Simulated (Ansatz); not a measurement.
CO2:

```
CELL_PARAMETERS angstrom
4.22721 0.00000 0.00000
0.00000 4.22721 0.00000
0.00000 0.00000 4.68777
ATOMIC_POSITIONS crystal
O 0.80483 0.80483 0.00000
O 0.19517 0.19517 0.00000
O 0.69517 0.30483 0.50000
O 0.30483 0.69517 0.50000
C 0.00000 0.00000 0.00000
C 0.50000 0.50000 0.50000
```

The cell comes from a database or a generator and needn't be the stable form of this composition.

```yaml
Program: Ansatz 0.2.0
Task: relaxation of cell and atoms
Functional: LDA
Potentials_or_basis: Ansatz PAW
Cutoff: "420 eV (not typed: the program's choice for these potentials)"
k_mesh: 6 × 6 × 6
Occupations: fermi-dirac, width 0.05 eV
Spin: no spin polarisation
```

At the start: volume 13.96 Å³/atom.

Q: How do energy, volume and symmetry change on relaxing?

A: It ends after 15 steps and the volume is 12.32 Å³/atom (-11.8 %); space group P4_2/mnm (No. 136, to 0.05 Å).

The path:
| step | energy change (eV) | largest force (eV/Å) | volume (Å³) |
| --- | --- | --- | --- |
| 1 | 0.0000 | 0.5796 | 83.77 |
| 2 | -0.0757 | 0.0494 | 77.25 |
| 3 | -0.0750 | 0.0133 | 77.46 |
| 4 | -0.0748 | 0.0247 | 77.57 |
| 5 | -0.0752 | 0.0072 | 77.52 |
| 6 | -0.0465 | 0.0052 | 77.52 |
| 7 | -0.0717 | 0.0116 | 74.53 |
| 8 | -0.0700 | 0.0008 | 74.80 |
| 9 | -0.0695 | 0.0009 | 74.86 |
| 10 | -0.0535 | 0.0020 | 74.86 |
| 11 | -0.0604 | 0.0141 | 73.96 |
| 12 | -0.0599 | 0.0004 | 74.03 |
| 13 | -0.0541 | 0.0007 | 74.03 |
| 14 | -0.0553 | 0.0001 | 73.89 |
| 15 | -0.0538 | 0.0002 | 73.89 |

Final structure:
```yaml
crystal:
  lattice:
    - [4.12102, 0.00000, 0.00000]
    - [0.00000, 4.12102, 0.00000]
    - [0.00000, 0.00000, 4.35113]
  atoms:
    - { symbol: O, position: [0.80089, 0.80089, 0.00000] }
    - { symbol: O, position: [0.19911, 0.19911, 0.00000] }
    - { symbol: O, position: [0.69911, 0.30089, 0.50000] }
    - { symbol: O, position: [0.30089, 0.69911, 0.50000] }
    - { symbol: C, position: [0.00000, 0.00000, 0.00000] }
    - { symbol: C, position: [0.50000, 0.50000, 0.50000] }
```

Caveat: the plane-wave basis is chosen anew once the cell has moved, so the energies of steps on either side of that aren't comparable; the pressure holds a Pulay correction of +1.2 GPa for the finite cutoff; the PAW data sets come from PBE, with cores solved anew for the run's functional, which leaves a small shift of forces and pressure.
